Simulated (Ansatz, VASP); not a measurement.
**Si2W: VASP beside Ansatz**

```xyz
3
Lattice="-1.5852 1.5852 3.8620 1.5852 -1.5852 3.8620 1.5852 1.5852 -3.8620" Properties=species:S:1:pos:R:3 pbc="T T T"
W     0.0000    0.0000    0.0000
Si    0.0000    0.0000    5.1388
Si    0.0000    0.0000    2.5852
```

Change from the starting cell: volume scaled by 0.96.

Alike in both runs: task single point; functional PBE; k mesh 12 × 12 × 12; occupations fermi-dirac, width 0.05 eV; no spin polarisation.

|  | VASP | Ansatz |
| --- | --- | --- |
| version | VASP 6.6.1 | Ansatz 0.2.0 |
| potentials or method | VASP PAW PBE potentials, release 64 (W_sv, Si) | Ansatz PAW |
| plane-wave cutoff (eV) | 520 | 420 |
| valence electrons in the cell | 22 | 22 |

Ansatz gave:

- gap on the k mesh at the Fermi level (eV): none
- pressure (GPa): 13.8
- largest component of the traceless stress (GPa): 1.35
- rms of the force components (eV/Å): 0.091

Which values does VASP return?

gap on the k mesh at the Fermi level (eV): none; pressure (GPa): 13.9; largest component of the traceless stress (GPa): 1.28; rms of the force components (eV/Å): 0.093.

Atom by atom the forces differ by 0.002 eV/Å (rms over components). A gap of «none» marks a metal or a gap that the smearing closes.

Spin-orbit coupling is left out, which matters for the levels of W.
